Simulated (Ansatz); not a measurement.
CdSe in the zincblende structure, relaxed with r2SCAN: 6 runs in Ansatz 0.2.0, each a calculation of independent-particle optics. The symmetry is F-43m (No. 216, cubic); conventional cell a = 6.136 Å, 28.87 Å³ an atom. Around Cd lie 4 Se at 2.66 Å; around Se lie 4 Cd at 2.66 Å. The values are computed, spin-unpolarised, and not measurements.

```
Cd Se
1.0
     0.00000    3.06778    3.06778
     3.06778    0.00000    3.06778
     3.06778    3.06778    0.00000
Cd Se
1 1
Cartesian
  0.0000 0.0000 0.0000
  1.5339 1.5339 1.5339
```

On meshes this coarse, single peaks can be features of the mesh. No local fields, no excitons; the zone sum runs over the cells of the mesh, and ε∞ includes the bands left out of the spectrum. Up to four peaks are listed, those above 15 % of the tallest and inside the complete range; the four can differ from row to row. Rows marked drawn have settings drawn at random (some not listed).

```json
{"functional": "PBE", "k mesh": "6×6×6", "broadening (eV)": "0.1", "scissors (eV)": "0.00", "range (eV)": "0–12", "settings": "chosen", "direct gap on the mesh before scissors (eV)": "0.55", "ε∞ xx": "8.29", "ε∞ yy": "8.29", "ε∞ zz": "8.29", "complete up to (eV)": "12.0", "tallest peaks of mean ε₂ (eV)": "3.15 5.15 6.65 7.15"}
{"functional": "r2SCAN", "k mesh": "6×6×6", "broadening (eV)": "0.1", "scissors (eV)": "0.00", "range (eV)": "0–12", "settings": "chosen", "direct gap on the mesh before scissors (eV)": "1.04", "ε∞ xx": "6.71", "ε∞ yy": "6.71", "ε∞ zz": "6.71", "complete up to (eV)": "12.0", "tallest peaks of mean ε₂ (eV)": "5.55 5.90 7.00 7.60"}
{"functional": "LDA", "k mesh": "6×6×6", "broadening (eV)": "0.1", "scissors (eV)": "0.00", "range (eV)": "0–12", "settings": "chosen", "direct gap on the mesh before scissors (eV)": "0.28", "ε∞ xx": "9.88", "ε∞ yy": "9.88", "ε∞ zz": "9.88", "complete up to (eV)": "12.0", "tallest peaks of mean ε₂ (eV)": "2.95 5.00 6.50 7.05"}
{"functional": "PBE", "k mesh": "6×6×6", "broadening (eV)": "0.1", "scissors (eV)": "0.94 (to HSE06)", "range (eV)": "0–12", "settings": "chosen", "direct gap on the mesh before scissors (eV)": "0.55", "ε∞ xx": "6.68", "ε∞ yy": "6.68", "ε∞ zz": "6.68", "complete up to (eV)": "12.0", "tallest peaks of mean ε₂ (eV)": "4.10 6.10 7.60 8.10"}
{"functional": "PBEsol", "k mesh": "8×8×8", "broadening (eV)": "0.4", "scissors (eV)": "1.50", "range (eV)": "0–30", "settings": "drawn", "direct gap on the mesh before scissors (eV)": "0.43", "ε∞ xx": "6.50", "ε∞ yy": "6.50", "ε∞ zz": "6.50", "complete up to (eV)": "30.0", "tallest peaks of mean ε₂ (eV)": "6.80"}
```

**Question.** Estimate from these rows what the further settings give.
```csv
functional,k mesh,broadening (eV),scissors (eV),range (eV),settings
r2SCAN,4×4×4,0.05,0.30,0.5–15,drawn
```

**Answer.**
```
functional  k mesh  broadening (eV)  scissors (eV)  range (eV)  settings  direct gap on the mesh before scissors (eV)  ε∞ xx  ε∞ yy  ε∞ zz  complete up to (eV)  tallest peaks of mean ε₂ (eV)
    r2SCAN   4×4×4             0.05           0.30      0.5–15     drawn                                         1.02   6.37   6.37   6.37                 15.0            4.00 5.80 7.30 7.90
```

Spin-orbit coupling is left out.
